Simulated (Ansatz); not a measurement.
Ir: how the free axis answers a strain

Ir, Fm-3m, a = 3.830 Å. Ansatz: PBEsol, PAW, 420 eV, Γ-centred 20×20×14 mesh on 2 atoms, Gaussian smearing 0.10 eV; no spin polarisation. Series: uniaxial strain along a, with b, c and atoms relaxed; x is the strain in per cent. The axes a, b, c are those of the computed cell (2.708, 2.708, 3.830 Å), along [1 1 0], [-1 1 0], [0 0 1] of the cell named above. y is the change of c in per cent of 3.830 Å.

| x (%) | y (%) |
| --- | --- |
| -3.0 | ? |
| -2.0 | 0.73 |
| -1.0 | 0.37 |
| 0.0 | 0.00 |
| 1.0 | -0.33 |
| 2.0 | -0.69 |
| 3.0 | -1.05 |

Task: Fit y = c1 x + c2 x² to the other rows, say what c1 measures, and predict the missing y.

Result: Least squares on the rows shown. y = −0.3569 x + 0.003352 x². So −c1 = 0.357 is Poisson's ratio for this pair of axes. Along b the same runs (not shown) give 0.10. At x = -3.0 the fit asked for gives 1.10 %. The run gave 1.10 %, the same to the digits shown.

Spin–orbit coupling is left out, which can shift energies with elements as heavy as these.